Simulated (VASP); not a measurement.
# FeO (Wuestite) (R-3m) in VASP: a series of runs, part 2 of 2

VASP 6.6.1. Earlier steps stand in the parts before.

**4. Atomic charges, TPSS+D3, collinear spin, ferromagnetic start**

This run uses another cell than the first one: it holds 6 atoms, not 2.

Input file INCAR:

```
SYSTEM = FeO
  ALGO = Normal
  EDIFF = 1E-7
  ENCUT = 400
  ISIF = 2
  ISMEAR = 0
  ISPIN = 2
  IVDW = 11
  LASPH = .True.
  LCHARG = .False.
  LMAXMIX = 4
  LMIXTAU = .True.
  LORBIT = 11
  LREAL = .False.
  LWAVE = .False.
  MAGMOM = 3 3 3 0 0 0
  METAGGA = TPSS
  NELM = 120
  PREC = Accurate
  SIGMA = 0.05
```

Input file FeO.cif:

```cif
data_FeO
_cell_length_a 3.03764180
_cell_length_b 3.03764180
_cell_length_c 7.55873185
_cell_angle_alpha 90.00000000
_cell_angle_beta 90.00000000
_cell_angle_gamma 120.00000000
_space_group_name_H-M_alt 'R-3m'
_space_group_name_Hall '-R 3 2"'
_space_group_IT_number 166
loop_
_space_group_symop_operation_xyz
'x,y,z'
'-x,-y,-z'
'-y,x-y,z'
'y,-x+y,-z'
'-x+y,-x,z'
'x-y,x,-z'
'y,x,-z'
'-y,-x,z'
'x-y,-y,-z'
'-x+y,y,z'
'-x,-x+y,-z'
'x,x-y,z'
'x+2/3,y+1/3,z+1/3'
'-x+2/3,-y+1/3,-z+1/3'
'-y+2/3,x-y+1/3,z+1/3'
'y+2/3,-x+y+1/3,-z+1/3'
'-x+y+2/3,-x+1/3,z+1/3'
'x-y+2/3,x+1/3,-z+1/3'
'y+2/3,x+1/3,-z+1/3'
'-y+2/3,-x+1/3,z+1/3'
'x-y+2/3,-y+1/3,-z+1/3'
'-x+y+2/3,y+1/3,z+1/3'
'-x+2/3,-x+y+1/3,-z+1/3'
'x+2/3,x-y+1/3,z+1/3'
'x+1/3,y+2/3,z+2/3'
'-x+1/3,-y+2/3,-z+2/3'
'-y+1/3,x-y+2/3,z+2/3'
'y+1/3,-x+y+2/3,-z+2/3'
'-x+y+1/3,-x+2/3,z+2/3'
'x-y+1/3,x+2/3,-z+2/3'
'y+1/3,x+2/3,-z+2/3'
'-y+1/3,-x+2/3,z+2/3'
'x-y+1/3,-y+2/3,-z+2/3'
'-x+y+1/3,y+2/3,z+2/3'
'-x+1/3,-x+y+2/3,-z+2/3'
'x+1/3,x-y+2/3,z+2/3'
loop_
_atom_site_label
_atom_site_type_symbol
_atom_site_symmetry_multiplicity
_atom_site_Wyckoff_symbol
_atom_site_fract_x
_atom_site_fract_y
_atom_site_fract_z
_atom_site_occupancy
Fe1 Fe 3 a 0.0000000000 0.0000000000 0.0000000000 1
O1 O 3 b 0.6666666667 0.3333333333 0.8333333333 1
```

Input file KPOINTS:

```
k-points
0
Gamma
  10 10 4
  0 0 0
```

Input file POSCAR:

```
Fe O 
 1.0000000000000000
     3.0376417999999998    0.0000000000000000    0.0000000000000000
    -1.5188208999999993    2.6306749663974891    0.0000000000000000
     0.0000000000000000    0.0000000000000000    7.5587318500000000
 Fe  O  
   3   3
Cartesian
  0.0000000000000000  0.0000000000000000  0.0000000000000000
  1.5188209000000001  0.8768916554658297  2.5195772833333332
  0.0000000000000005  1.7537833109316594  5.0391545666666664
  1.5188209001518822  0.8768916553781405  6.2989432080813756
 -0.0000000001518816  1.7537833110193488  1.2597886419186242
  3.0376417998481178  0.0000000000876892  3.7793659252519576
```

Potentials or basis: VASP PAW PBE potentials, release 64 (Fe, O_s).

Command:

```
$ ase convert -i cif -o vasp FeO.cif POSCAR
$ cat potpaw_PBE.64/Fe/POTCAR potpaw_PBE.64/O_s/POTCAR > POTCAR
$ mpirun -np 1 vasp_std > vasp.out
```

Wall time 5.7 min (1 thread of AMD EPYC 9R45 (Zen 5), shared host); peak memory 0.22 GiB.

It converged, with:

| Item | Value |
| --- | --- |
| Free energy | -76.0705 eV |
| Pressure | -8.3 GPa |
| Band gap on the k mesh | none (metal or under the smearing width) |
| Net moment | 12.01 μB per cell |
| Site moments | Fe +3.63; O +0.29 μB |
| Valence electrons inside the program's atomic spheres | Fe 6.68; O 5.88 |
| Dispersion energy per atom | -0.194 eV |

Stress tensor (GPa, compression positive):
```
-7.94  0.00  0.00
 0.00 -7.94  0.00
 0.00  0.00 -8.93
```

Levels at points of the mesh, in eV from the Fermi level:
Spin up:
```
           k point  band 24  band 25  band 26  band 27  band 28  band 29  band 30
(0.00, 0.00, 0.00)    -1.01    -1.01    -1.01    -1.01    -0.17     3.41     3.41
(0.50, 0.00, 0.00)    -1.29    -1.29    -1.11    -1.11     5.17     5.17     5.30
(0.00, 0.00, 0.50)    -2.28    -2.28    -0.51    -0.51     1.42     1.42     3.90
(0.50, 0.00, 0.50)    -2.44    -2.44    -0.50    -0.47     3.78     5.95     5.95
```
Spin down:
```csv
k point,band 12,band 13,band 14,band 15,band 16,band 17,band 18,band 19
"(0.00, 0.00, 0.00)",-3.30,-0.79,-0.71,-0.71,0.10,0.10,0.10,0.10
"(0.50, 0.00, 0.00)",-4.47,-2.15,-0.21,-0.21,0.51,0.51,0.64,0.64
"(0.00, 0.00, 0.50)",-3.92,-0.47,-0.47,-0.42,-0.42,-0.42,-0.42,0.37
"(0.50, 0.00, 0.50)",-4.67,-1.35,-1.35,0.37,0.44,0.62,0.66,0.66
```

Caveat: the PAW data sets were made with another functional, which shifts forces and pressure a little; semilocal functionals often make such compounds metallic where correlation or magnetic order opens a gap, which also shifts bond lengths; only a ferromagnetic start was run, and an antiferromagnetic order may lie lower in energy; pairwise dispersion overbinds metals, which lowers pressure and volume.

**5. Single point, PBE, collinear spin, ferromagnetic start**

Input file INCAR:

```
PREC = Accurate
ENCUT = 520
EDIFF = 1E-6
ISMEAR = -1
SIGMA = 0.05
LREAL = False
LASPH = True
NELM = 100
ALGO = Normal
ISIF = 2
LWAVE = False
LCHARG = False
ISPIN = 2
MAGMOM = 4.5 0
LORBIT = 11
LMAXMIX = 4
GGA = PE
NBANDS = 18
```

Input file KPOINTS:

```
Automatic mesh
0
Gamma
  11 11 11
```

Input file POSCAR:

```
FeO
1.0
    1.5188209023      0.8768916568      2.5195772846
   -1.5188209023      0.8768916568      2.5195772846
    0.0000000000     -1.7537833136      2.5195772846
Fe O
1 1
Direct
    0.0000000000      0.0000000000      0.0000000000
    0.5000000000      0.5000000000      0.5000000000
```

Potentials or basis: VASP PAW PBE potentials, release 64 (Fe, O).

Command:

```
$ cat potpaw_PBE.64/Fe/POTCAR potpaw_PBE.64/O/POTCAR > POTCAR
$ mpirun -np 1 vasp_std > vasp.out
```

Wall time 35 s (1 thread of Intel Xeon 6975P-C (Granite Rapids), shared host); peak memory 0.21 GiB.

Results (log left out):

```yaml
Free_energy: -14.9350 eV
Pressure: -1.2 GPa
Band_gap_on_the_k_mesh: none (metal or under the smearing width)
Net_moment: 4.00 μB per cell
Site_moments: Fe +3.62; O +0.30 μB
Valence_electrons_inside_the_program's_atomic_spheres: Fe 6.72; O 4.99
```

Stress tensor (GPa, compression positive):
```
-0.90  0.00  0.00
 0.00 -0.90  0.00
 0.00  0.00 -1.90
```

Levels at points of the mesh, in eV from the Fermi level:
Spin up:
```tsv
k point	band 7	band 8	band 9	band 10	band 11	band 12
(0.00, 0.00, 0.00)	-3.74	-3.67	-3.67	0.06	15.45	16.72
```
Spin down:
```tsv
k point	band 3	band 4	band 5	band 6	band 7	band 8
(0.00, 0.00, 0.00)	-3.18	-3.18	-0.78	-0.70	-0.70	0.20
```

Caveat: a cell with one magnetic atom can't hold antiferromagnetic order, which such compounds often take; semilocal functionals often make such compounds metallic where correlation or magnetic order opens a gap, which also shifts bond lengths. With open d or f shells a metallic result of PBE can be an artefact of self-interaction; +U or a hybrid may open a gap.

**6. Single point, RPBE, collinear spin, ferromagnetic start**

Input file INCAR:

```
PREC = Accurate
ENCUT = 500
EDIFF = 1E-6
ISMEAR = 0
SIGMA = 0.02
LREAL = False
LASPH = True
NELM = 150
ALGO = Normal
ISIF = 2
LWAVE = False
LCHARG = False
ISPIN = 2
MAGMOM = 3 0
LORBIT = 11
LMAXMIX = 4
GGA = RP
```

KPOINTS is that of step 5.

Input file POSCAR:

```
FeO
3.0699
    0.494746051109      0.285641765790      0.820735947295
   -0.494746051109      0.285641765790      0.820735947295
    0.000000000000     -0.571283531581      0.820735947295
Fe O
1 1
Direct
    0.0000000000      0.0000000000      0.0000000000
    0.5000000000      0.5000000000      0.5000000000
```

Potentials or basis: VASP PAW PBE potentials, release 64 (Fe, O).

Command:

```
$ cat potpaw_PBE.64/Fe/POTCAR potpaw_PBE.64/O/POTCAR > POTCAR
$ mpirun -np 1 vasp_std > vasp.out
```

Run time: 34 s. Hardware: 1 thread of Intel Xeon 6975P-C (Granite Rapids), shared host; peak memory 0.18 GiB.

It converged, with:

```
Free energy                                           : -14.1217 eV
Pressure                                              : 4.2 GPa
Band gap on the k mesh                                : none (metal or under the smearing width)
Net moment                                            : 4.00 μB per cell
Site moments                                          : Fe +3.63; O +0.30 μB
Valence electrons inside the program's atomic spheres : Fe 6.71; O 5.01
```

Stress tensor (GPa, compression positive):
```
4.47 0.00 0.00
0.00 4.47 0.00
0.00 0.00 3.66
```

Levels at points of the mesh, in eV from the Fermi level:
Spin up:
| k point | band 7 | band 8 | band 9 | band 10 | band 11 | band 12 |
| --- | --- | --- | --- | --- | --- | --- |
| (0.00, 0.00, 0.00) | -3.78 | -3.76 | -3.76 | 0.06 | 15.48 | 16.72 |
Spin down:
```
           k point  band 3  band 4  band 5  band 6  band 7  band 8
(0.00, 0.00, 0.00)   -3.22   -3.22   -0.78   -0.71   -0.71    0.24
```

Caveat: the PAW data sets were made with another functional, which shifts forces and pressure a little; a cell with one magnetic atom can't hold antiferromagnetic order, which such compounds often take; semilocal functionals often make such compounds metallic where correlation or magnetic order opens a gap, which also shifts bond lengths.

**7. The reference run**

An earlier run on the cell as given: functional PBE; potentials or basis VASP PAW PBE potentials, release 64 (Fe, O); cutoff 520 eV; k mesh 11 × 11 × 11; occupations fermi-dirac, width 0.05 eV; collinear spin, ferromagnetic start; starting moments [3.0, 0.0] μB.

- Pressure: -1.1 GPa
- Band gap on the k mesh: none (metal or under the smearing width)
- Net moment: 4.00 μB per cell
- Site moments: Fe +3.62; O +0.30 μB
- Valence electrons inside the program's atomic spheres: Fe 6.72; O 4.99

**8. Summary**

| task | level | potentials or basis | k mesh | cutoff (eV) | smearing | gap on the mesh (eV) | pressure (GPa) | moment (μB) |
| --- | --- | --- | --- | --- | --- | --- | --- | --- |
| single point | LDA | VASP PAW LDA potentials, release 64 (Fe_pv, O) | 11 × 11 × 11 | 520 | gaussian 0.05 eV | none | -16.4 | 4.00 |
| atomic charges | TPSS+D3 | VASP PAW PBE potentials, release 64 (Fe, O_s) | 10 × 10 × 4 | 400 | gaussian 0.05 eV | none | -8.3 | 12.01 |
| single point | PBE | VASP PAW PBE potentials, release 64 (Fe, O) | 11 × 11 × 11 | 520 | fermi-dirac 0.05 eV | none | -1.1 | 4.00 |
| single point | RPBE | VASP PAW PBE potentials, release 64 (Fe, O) | 11 × 11 × 11 | 500 | gaussian 0.02 eV | none | 4.2 | 4.00 |

Alike in all rows: spin collinear, ferromagnetic start; cell as given.

Caveats: semilocal functionals often make such compounds metallic where correlation or magnetic order opens a gap, which also shifts bond lengths; a cell with one magnetic atom can't hold antiferromagnetic order, which such compounds often take (some runs); the PAW data sets were made with another functional, which shifts forces and pressure a little (some runs); so large a pressure means that the cell lies far from this level's equilibrium, or that cutoff or potentials fall short (some runs); only a ferromagnetic start was run, and an antiferromagnetic order may lie lower in energy (some runs); pairwise dispersion overbinds metals, which lowers pressure and volume (some runs).

Total energies depend on the potentials used, so only differences within one code and one set of settings carry meaning.
